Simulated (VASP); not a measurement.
# La2O3 (P-3m1) in VASP: notebook

One crystal, La2O3, is run at these levels: PBEsol, LDA; tasks: band structure, equation of state.

All numbers are computed with VASP 6.6.1; they aren't measurements. Logs are shortened: lines on timing, memory, paths and dates and some standing lists are left out, and cuts for length are marked.

## Step 1: Starting point

Symmetry: P-3m1, No. 164, trigonal system. The conventional cell has a = 3.931 Å, b = 3.931 Å, c = 6.112 Å, α = 90.00°, β = 90.00°, γ = 120.00°. Around La (site symmetry 3m) lie 4 O at 2.36 to 2.44 Å. O (site symmetry -3m) is surrounded by 6 La at 2.72 Å. O (site symmetry 3m) has 4 La at 2.36 to 2.44 Å as nearest neighbours.

The cell is a database's computed one.

## Step 2: Band structure, PBEsol

File INCAR:

```
SYSTEM = La2O3
PREC     = Accurate       ! precision mode
ENCUT    = 520            ! plane-wave cutoff, eV
EDIFF    = 1E-6           ! SCF threshold, eV
ISMEAR   = 0              ! smearing method
SIGMA    = 0.02           ! smearing width, eV
LREAL    = .FALSE.        ! projectors in reciprocal space
LASPH    = .TRUE.         ! aspherical terms in the spheres
NELM     = 60             ! most SCF steps
ALGO     = Normal         ! electronic algorithm
ISIF     = 2              ! what is computed and relaxed
LWAVE    = .FALSE.        ! write WAVECAR
LCHARG   = .FALSE.        ! write CHGCAR
LMAXMIX  = 6              ! l up to which the mixer works
GGA      = PS             ! functional
KPAR     = 2
```

File KPOINTS:

```
regular mesh
0
G
  8 8 6
  0 0 0
```

File POSCAR:

```
La2O3
1.0
    3.9307778780      0.0000000000      0.0000000000
   -1.9653889390      3.4041534990      0.0000000000
    0.0000000000      0.0000000000      6.1119535200
La O
2 3
Direct
    0.3333333333      0.6666666667      0.2462356800
    0.6666666667      0.3333333333      0.7537643200
    0.0000000000      0.0000000000      0.0000000000
    0.3333333333      0.6666666667      0.6458906500
    0.6666666667      0.3333333333      0.3541093500
```

File KPOINTS_OPT:

```
path GMKGALHA,LM,KH
20
line-mode
reciprocal
 0.0000000000  0.0000000000  0.0000000000  G
 0.5000000000  0.0000000000  0.0000000000  M

 0.5000000000  0.0000000000  0.0000000000  M
 0.3333333333  0.3333333333  0.0000000000  K

 0.3333333333  0.3333333333  0.0000000000  K
 0.0000000000  0.0000000000  0.0000000000  G

 0.0000000000  0.0000000000  0.0000000000  G
 0.0000000000  0.0000000000  0.5000000000  A

 0.0000000000  0.0000000000  0.5000000000  A
 0.5000000000  0.0000000000  0.5000000000  L

 0.5000000000  0.0000000000  0.5000000000  L
 0.3333333333  0.3333333333  0.5000000000  H

 0.3333333333  0.3333333333  0.5000000000  H
 0.0000000000  0.0000000000  0.5000000000  A

 0.5000000000  0.0000000000  0.5000000000  L
 0.5000000000  0.0000000000  0.0000000000  M

 0.3333333333  0.3333333333  0.0000000000  K
 0.3333333333  0.3333333333  0.5000000000  H
```

Potentials or basis: VASP PAW PBE potentials, release 64 (La, O).

Command:

```console
cat potpaw_PBE.64/La/POTCAR potpaw_PBE.64/O/POTCAR > POTCAR
mpirun -np 2 vasp_std > vasp.out
```

OUTCAR:

```text
SYSTEM = La2O3
   PREC = Accurate
   ENCUT = 520
   EDIFF = 1E-6
   ISMEAR = 0
   LREAL = .FALSE.
   LASPH = .TRUE.
   NELM = 60
   ISIF = 2
   GGA = PS

 ion  position               nearest neighbor table
   1  0.333  0.667  0.246-   5 2.36   5 2.36   5 2.36   4 2.44   3 2.72   3 2.72   3 2.72
   2  0.667  0.333  0.754-   4 2.36   4 2.36   4 2.36   5 2.44   3 2.72   3 2.72   3 2.72
   3  0.000  0.000  0.000-   1 2.72   2 2.72   2 2.72   1 2.72   2 2.72   1 2.72
   4  0.333  0.667  0.646-   2 2.36   2 2.36   2 2.36   1 2.44
   5  0.667  0.333  0.354-   1 2.36   1 2.36   1 2.36   2 2.44

  LATTYP: Found a hexagonal cell.
 ALAT       =     3.9307778780
 C/A-ratio  =     1.5548966921

  Lattice vectors:

 A1 = (   3.9307778780,   0.0000000000,   0.0000000000)
 A2 = (  -1.9653889390,   3.4041534990,   0.0000000000)
 A3 = (   0.0000000000,   0.0000000000,   6.1119535200)

Analysis of symmetry for initial positions (statically):
=====================================================================
 Subroutine PRICEL returns:
 Original cell was already a primitive cell.

 Routine SETGRP: Setting up the symmetry group for a
 hexagonal supercell.

 Subroutine GETGRP returns: Found 12 space group operations
 (whereof 12 operations were pure point group operations)
 out of a pool of 24 trial point group operations.

The static configuration has the point symmetry D_3d.

Analysis of symmetry for dynamics (positions and initial velocities):
=====================================================================
 Subroutine PRICEL returns:
 Original cell was already a primitive cell.

 Routine SETGRP: Setting up the symmetry group for a
 hexagonal supercell.

 Subroutine GETGRP returns: Found 12 space group operations
 (whereof 12 operations were pure point group operations)
 out of a pool of 24 trial point group operations.

The dynamic configuration has the point symmetry D_3d.

 Subroutine INISYM returns: Found 12 space group operations
 (whereof 12 operations are pure point group operations),
 and found     1 'primitive' translations

----------------------------------------------------------------------------------------

                                     Primitive cell

  volume of cell :      81.7839

  direct lattice vectors                    reciprocal lattice vectors
[... 89 lines left out ...]
   LSORBIT =      F    spin-orbit coupling
   LASPH  =      T    aspherical Exc in radial PAW
   ENCUT  =  520.0 eV  38.22 Ry    6.18 a.u.   7.31  7.31 11.36*2*pi/ulx,y,z
   NELM   =     60;   NELMIN=  2; NELMDL= -5     # of ELM steps
   EDIFF  = 0.1E-05   stopping-criterion for ELM
   LREAL  =      F    real-space projection
   EDIFFG = 0.1E-04   stopping-criterion for IOM
   NSW    =      0    number of steps for IOM
   IBRION =     -1    ionic relax: 0-MD 1-quasi-New 2-CG
   NFREE  =      0    steps in history (QN), initial steepest desc. (CG)
   ISIF   =      2    stress and relaxation
   ISYM   =      2    0-nonsym 1-usesym 2-fastsym
   POTIM  = 0.5000    time-step for ionic-motion
   TEBEG  =    0.0;   TEEND  =   0.0 temperature during run
   PSTRESS=    0.0 pullay stress
   NELECT =      40.0000    total number of electrons
   NUPDOWN=      -1.0000    fix difference up-down
   EMIN   =  10.00;   EMAX   =-10.00  energy-range for DOS
   EFERMI =   0.00;   METHOD = LEGACY
   ISMEAR =     0;   SIGMA  =   0.02  broadening in eV -4-tet -1-fermi 0-gaus
   EFERMI_NEDOS =   21; number of points for ismear=-14 and -15
   IALGO  =     38    algorithm
   IMIX   =      4    mixing-type and parameters
     AMIX     =   0.40;   BMIX     =  1.00
     AMIX_MAG =   1.60;   BMIX_MAG =  1.00
  volume/ion in A,a.u.               =      16.36       110.38
  Fermi-wavevector in a.u.,A,eV,Ry     =   1.289849  2.437462 22.636161  1.663711
  Thomas-Fermi vector in A             =   2.421717
   LORBIT       =      0    0 simple, 1 ext, 2 COOP (PROOUT), +10 PAW based schemes
   GGA     = PS    functional components
   LHFCALC =     F    Hartree Fock is set to
   AEXX    =    0.0000 exact exchange contribution
   IVDW    =     0    specifies the selected vdW correction
   LEPSILON=     F    determine dielectric tensor
   LRPA    =     F    only Hartree local field effects (RPA)
 non-spin polarized calculation
 Gauss-broadening in eV      SIGMA  =   0.02
  energy-cutoff  :      520.00
  volume of cell :       81.78
 maximum number of plane-waves:      2243
 NGX is ok and might be reduce to    30
   NGX = 15   NGY = 15   NGZ = 23

 number of electron      39.9999992 magnetization

 Free energy of the ion-electron system (eV)
  ---------------------------------------------------
  ext. energy  EPLUGINS =         0.00000000
  ---------------------------------------------------
  free energy    TOTEN  =       -43.69102379 eV

  energy without entropy =      -43.69102379  energy(sigma->0) =      -43.69102379

 E-fermi :   5.9794     XC(G=0): -10.7226

 val. band max:        5.8185167359   @ k =   0.5000   0.0000   0.5000
 cond. band min:       9.6175371565   @ k =   0.5000   0.0000   0.0000
 fundamental gap:      3.7990204206
 Fermi energy:         5.9793535484

 k-point     1 :       0.0000    0.0000    0.0000
  band No.  band energies     occupation
      1     -23.9373      2.00000
      2     -23.6882      2.00000
      3     -11.0577      2.00000
      4      -9.7691      2.00000
      5      -9.3371      2.00000
      6      -7.4090      2.00000
[... 637 lines left out ...]
     23      10.7608      0.00000
     24      11.0335      0.00000

 [... further k-points ...]
[... 5 lines left out ...]
  --------------------------------------------------------------------------------------
  -------------------------------------------------------------------------------------
  Total       -1.6976426     -1.6976426     -1.5023493      0.0000000      0.0000000      0.0000000
  in kB      -33.2574666    -33.2574666    -29.4315962      0.0000000      0.0000000      0.0000000
  external PRESSURE =     -31.9821765 kB  Pullay stress =       0.0000000 kB

 VOLUME and BASIS-vectors are now :
 -----------------------------------------------------------------------------
  energy-cutoff  :      520.00
  volume of cell :       81.78
      direct lattice vectors                 reciprocal lattice vectors
     3.930777878  0.000000000  0.000000000     0.254402571  0.146879393  0.000000000
    -1.965388939  3.404153499  0.000000000     0.000000000  0.293758786  0.000000000
     0.000000000  0.000000000  6.111953520     0.000000000  0.000000000  0.163613810

 POSITION                                       TOTAL-FORCE (eV/Angst)
 -----------------------------------------------------------------------------------
     -0.00000      2.26944      1.50498         0.000000     -0.000000      0.101926
      1.96539      1.13472      4.60697         0.000000      0.000000     -0.101926
      0.00000      0.00000      0.00000        -0.000000      0.000000      0.000000
     -0.00000      2.26944      3.94765        -0.000000      0.000000     -0.004471
      1.96539      1.13472      2.16430        -0.000000     -0.000000      0.004471
 -----------------------------------------------------------------------------------
    total drift:                               -0.000000      0.000000      0.000000

  FREE ENERGIE OF THE ION-ELECTRON SYSTEM (eV)
  ---------------------------------------------------
  free  energy   TOTEN  =       -43.6910237937 eV

  energy  without entropy=      -43.6910237937  energy(sigma->0) =      -43.69102379
```

OSZICAR:

```text
N       E                     dE             d eps       ncg     rms          rms(c)
DAV:   1     0.467300593933E+03    0.46730E+03   -0.15764E+04  2456   0.255E+03
DAV:   2     0.886631403148E+02   -0.37864E+03   -0.37337E+03  3528   0.408E+02
DAV:   3    -0.301759795062E+02   -0.11884E+03   -0.11677E+03  4496   0.218E+02
DAV:   4    -0.477569126116E+02   -0.17581E+02   -0.17572E+02  4216   0.897E+01
DAV:   5    -0.487904630708E+02   -0.10336E+01   -0.10331E+01  4552   0.262E+01    0.139E+01
DAV:   6    -0.438697257504E+02    0.49207E+01   -0.45240E+01  3728   0.411E+01    0.750E+00
DAV:   7    -0.437446102292E+02    0.12512E+00   -0.49033E+00  4496   0.231E+01    0.347E+00
DAV:   8    -0.436965131760E+02    0.48097E-01   -0.47191E-01  4184   0.599E+00    0.126E+00
DAV:   9    -0.436888895147E+02    0.76237E-02   -0.72669E-02  4504   0.239E+00    0.383E-01
DAV:  10    -0.436901477022E+02   -0.12582E-02   -0.28362E-02  3848   0.121E+00    0.177E-01
[... 48 further cycles ...]
DAV:   3     0.141642732674E+05   -0.28279E+04     2824
DAV:   4     0.137067903341E+05   -0.45748E+03     2712
DAV:   5     0.136837448133E+05   -0.23046E+02     2696
DAV:   6     0.136818855673E+05   -0.18592E+01     2632
DAV:   7     0.136817653460E+05   -0.12022E+00     2752
DAV:   8     0.136817560282E+05   -0.93178E-02     2568
DAV:   9     0.136817551717E+05   -0.85652E-03     2776
DAV:  10     0.136817551025E+05   -0.69190E-04     2288
DAV:  11     0.136817550961E+05   -0.64258E-05     1776
DAV:  12     0.136817550955E+05   -0.60245E-06     1424
```

Wall time 3 min (2 MPI ranks of Intel Xeon Platinum 8488C (Sapphire Rapids), shared host); peak memory 0.28 GiB.

Results:

| Item | Value |
| --- | --- |
| Free energy | -43.6910 eV |
| Pressure | -3.2 GPa |
| Largest force | 0.102 eV/Å |
| Band gap on the k mesh | 3.80 eV, indirect (least direct gap 3.98 eV) |
| Band gap along the path | 3.78 eV, indirect (least direct gap 3.88 eV) |

Forces in eV/Å, atoms in the order of the input:
```
La   0.000  0.000  0.102
La   0.000  0.000 -0.102
O    0.000  0.000  0.000
O    0.000  0.000 -0.004
O    0.000  0.000  0.004
```

Levels at the corners of the path, in eV from the valence-band top:
| point | band 16 | band 17 | band 18 | band 19 | band 20 | band 21 | band 22 | band 23 | band 24 |
| --- | --- | --- | --- | --- | --- | --- | --- | --- | --- |
| Γ | -2.09 | -1.69 | -0.39 | -0.39 | -0.12 | 4.24 | 4.57 | 4.57 | 5.09 |
| M | -0.77 | -0.73 | -0.65 | -0.42 | -0.30 | 3.80 | 4.73 | 5.25 | 5.28 |
| M | -0.77 | -0.73 | -0.65 | -0.42 | -0.30 | 3.80 | 4.73 | 5.24 | 5.25 |
| K | -1.30 | -0.84 | -0.84 | -0.81 | -0.10 | 3.78 | 4.75 | 4.75 | 5.07 |
| K | -1.30 | -0.84 | -0.84 | -0.81 | -0.10 | 3.78 | 4.75 | 4.75 | 5.07 |
| Γ | -2.09 | -1.69 | -0.39 | -0.39 | -0.12 | 4.24 | 4.57 | 4.57 | 5.09 |
| Γ | -2.09 | -1.69 | -0.39 | -0.39 | -0.12 | 4.24 | 4.57 | 4.57 | 5.09 |
| A | -1.91 | -1.02 | -0.81 | -0.29 | -0.29 | 4.71 | 4.74 | 4.74 | 4.98 |
| A | -1.91 | -1.02 | -0.81 | -0.29 | -0.29 | 4.71 | 4.74 | 4.74 | 4.98 |
| L | -1.00 | -0.96 | -0.73 | -0.37 | 0.00 | 4.40 | 4.60 | 5.12 | 5.28 |
| L | -1.00 | -0.96 | -0.73 | -0.37 | 0.00 | 4.40 | 4.60 | 5.12 | 5.28 |
| H | -1.39 | -0.59 | -0.28 | -0.28 | -0.21 | 4.20 | 4.85 | 4.97 | 4.97 |
| H | -1.39 | -0.59 | -0.28 | -0.28 | -0.21 | 4.20 | 4.85 | 4.97 | 4.97 |
| A | -1.91 | -1.02 | -0.81 | -0.29 | -0.29 | 4.71 | 4.74 | 4.74 | 4.98 |
| L | -1.00 | -0.96 | -0.73 | -0.37 | 0.00 | 4.40 | 4.60 | 5.12 | 5.28 |
| M | -0.77 | -0.73 | -0.65 | -0.42 | -0.30 | 3.80 | 4.73 | 5.24 | 5.25 |
| K | -1.30 | -0.84 | -0.84 | -0.81 | -0.10 | 3.78 | 4.75 | 4.75 | 5.07 |
| H | -1.39 | -0.59 | -0.28 | -0.28 | -0.21 | 4.20 | 4.85 | 4.97 | 4.97 |

Caveat: the PAW data sets were made with another functional, which shifts forces and pressure a little; spin-orbit coupling is left out, which moves the levels of the heavy elements.

## Step 3: Equation of state, LDA, 14.89 Å³/atom (a relaxed cell with its volume scaled by 0.96)

File INCAR:

```
ALGO     = Normal         # electronic algorithm
EDIFF    = 1E-6           # SCF threshold, eV
ENCUT    = 520            # plane-wave cutoff, eV
ISIF     = 2              # what is computed and relaxed
ISMEAR   = 0              # smearing method
KPAR     = 2            
LASPH    = T              # aspherical terms in the spheres
LCHARG   = F              # write CHGCAR
LREAL    = F              # projectors in reciprocal space
LWAVE    = F              # write WAVECAR
NELM     = 60             # most SCF steps
PREC     = Accurate       # precision mode
SIGMA    = 0.02           # smearing width, eV
```

File KPOINTS:

```
k-points
0
Gamma
  8 8 4
```

File POSCAR:

```
La2O3                                   
1.0
    3.8296191637     -0.0000000000      0.0000000000
   -1.9148095819      3.3165474826      0.0000000000
   -0.0000000000      0.0000000000      5.8618577217
  La              O             
     2     3
Direct
     0.3333333332999970    0.6666666667000030    0.2437264666209746
     0.6666666667000030    0.3333333332999970    0.7562735333790253
     0.0000000000000000    0.0000000000000000    0.0000000000000000
     0.3333333332999970    0.6666666667000030    0.6467940900112349
     0.6666666667000030    0.3333333332999970    0.3532059099887653
```

Potentials or basis: VASP PAW LDA potentials, release 64 (La, O).

Command:

```console
cat potpaw_LDA.64/La/POTCAR potpaw_LDA.64/O/POTCAR > POTCAR
mpirun -np 2 vasp_std > vasp.out
```

It took 33 s on 2 MPI ranks of Intel Xeon Platinum 8488C (Sapphire Rapids), shared host; peak memory 0.19 GiB.

It converged, with:

- Free energy: -45.8271 eV
- Pressure: 7.0 GPa
- Largest force: 0.359 eV/Å
- Band gap on the k mesh: 3.74 eV, indirect (least direct gap 3.87 eV)

Caveat: spin-orbit coupling is left out, which moves the levels of the heavy elements.

## Step 4: Equation of state, LDA, 15.20 Å³/atom (a relaxed cell with its volume scaled by 0.98)

INCAR is that of step 3.

KPOINTS is that of step 3.

POSCAR: that of step 3 with these lines changed.

```diff
@@ -2,5 +2,5 @@
 1.0
-    3.8296191637     -0.0000000000      0.0000000000
-   -1.9148095819      3.3165474826      0.0000000000
-   -0.0000000000      0.0000000000      5.8618577217
+    3.8560311650     -0.0000000000      0.0000000000
+   -1.9280155825      3.3394209467      0.0000000000
+   -0.0000000000      0.0000000000      5.9022856042
   La              O
```

Command:

```console
cat potpaw_LDA.64/La/POTCAR potpaw_LDA.64/O/POTCAR > POTCAR
mpirun -np 2 vasp_std > vasp.out
```

Wall time 41 s (2 MPI ranks of Intel Xeon Platinum 8488C (Sapphire Rapids), shared host); peak memory 0.2 GiB.

The run converged. Its results:

* Free energy: -45.8788 eV
* Pressure: 3.4 GPa
* Largest force: 0.174 eV/Å
* Band gap on the k mesh: 3.76 eV, indirect (least direct gap 3.89 eV)

Caveat: spin-orbit coupling is left out, which moves the levels of the heavy elements.

## Step 5: Equation of state, LDA, 15.51 Å³/atom

INCAR is that of step 4.

KPOINTS is that of step 4.

POSCAR: that of step 4 with these lines changed.

```diff
@@ -2,5 +2,5 @@
 1.0
-    3.8560311650     -0.0000000000      0.0000000000
-   -1.9280155825      3.3394209467      0.0000000000
-   -0.0000000000      0.0000000000      5.9022856042
+    3.8820862200     -0.0000000000      0.0000000000
+   -1.9410431100      3.3619852862      0.0000000000
+   -0.0000000000      0.0000000000      5.9421671221
   La              O
```

Command:

```console
cat potpaw_LDA.64/La/POTCAR potpaw_LDA.64/O/POTCAR > POTCAR
mpirun -np 2 vasp_std > vasp.out
```

It took 52 s on 2 MPI ranks of Intel Xeon Platinum 8488C (Sapphire Rapids), shared host; peak memory 0.2 GiB.

Results (log left out):

```
Free energy            : -45.8974 eV
Pressure               : 0.2 GPa
Band gap on the k mesh : 3.76 eV, indirect (least direct gap 3.91 eV)
```

Caveat: spin-orbit coupling is left out, which moves the levels of the heavy elements.

## Step 6: Equation of state, LDA, 15.82 Å³/atom (a relaxed cell with its volume scaled by 1.02)

INCAR is that of step 5.

KPOINTS is that of step 5.

POSCAR: that of step 5 with these lines changed.

```diff
@@ -2,5 +2,5 @@
 1.0
-    3.8820862200     -0.0000000000      0.0000000000
-   -1.9410431100      3.3619852862      0.0000000000
-   -0.0000000000      0.0000000000      5.9421671221
+    3.9077961495     -0.0000000000      0.0000000000
+   -1.9538980748      3.3842507383      0.0000000000
+   -0.0000000000      0.0000000000      5.9815203691
   La              O
```

Potentials or basis: VASP PAW LDA potentials, release 64 (La, O).

Command:

```console
cat potpaw_LDA.64/La/POTCAR potpaw_LDA.64/O/POTCAR > POTCAR
mpirun -np 2 vasp_std > vasp.out
```

Wall time 45 s (2 MPI ranks of Intel Xeon Platinum 8488C (Sapphire Rapids), shared host); peak memory 0.2 GiB.

The run converged. Its results:

```yaml
Free_energy: -45.8862 eV
Pressure: -2.7 GPa
Largest_force: 0.158 eV/Å
Band_gap_on_the_k_mesh: 3.76 eV, indirect (least direct gap 3.92 eV)
```

Caveat: spin-orbit coupling is left out, which moves the levels of the heavy elements.

## Step 7: Equation of state, LDA, 16.13 Å³/atom (a relaxed cell with its volume scaled by 1.04)

INCAR is that of step 6.

KPOINTS is that of step 6.

POSCAR: that of step 6 with these lines changed.

```diff
@@ -2,5 +2,5 @@
 1.0
-    3.9077961495     -0.0000000000      0.0000000000
-   -1.9538980748      3.3842507383      0.0000000000
-   -0.0000000000      0.0000000000      5.9815203691
+    3.9331721602     -0.0000000000      0.0000000000
+   -1.9665860801      3.4062270082      0.0000000000
+   -0.0000000000      0.0000000000      6.0203624988
   La              O
```

Command:

```console
cat potpaw_LDA.64/La/POTCAR potpaw_LDA.64/O/POTCAR > POTCAR
mpirun -np 2 vasp_std > vasp.out
```

Run time: 47 s. Hardware: 2 MPI ranks of Intel Xeon Platinum 8488C (Sapphire Rapids), shared host; peak memory 0.2 GiB.

The run converged. Its results:

```yaml
Free_energy: -45.8481 eV
Pressure: -5.4 GPa
Largest_force: 0.306 eV/Å
Band_gap_on_the_k_mesh: 3.74 eV, indirect (least direct gap 3.92 eV)
```

Caveat: spin-orbit coupling is left out, which moves the levels of the heavy elements.

## Step 8: Equation of state, LDA

This run uses another cell than the first one, of 15.51 Å³/atom, 0.948 times its volume.

No new run: the results of the series are fitted here.

What came out:

```yaml
Equilibrium_volume: 15.54 Å³/atom
Bulk_modulus_at_fixed_shape_and_positions: 153 GPa
Pressure_derivative_of_the_bulk_modulus: "4.3 (rough: it moves with the points fitted)"
```

Energy against volume, from the lowest point:
```csv
volume (Å³/atom),energy (meV/atom)
14.890,14.08
15.201,3.72
15.511,0.00
15.821,2.25
16.131,9.87
```

Caveat: the cell was scaled at fixed shape and fractional positions, which overstates the stiffness of a crystal with free parameters, most of all of layers and chains. The run has no spin-orbit coupling, so splittings on La are missing.
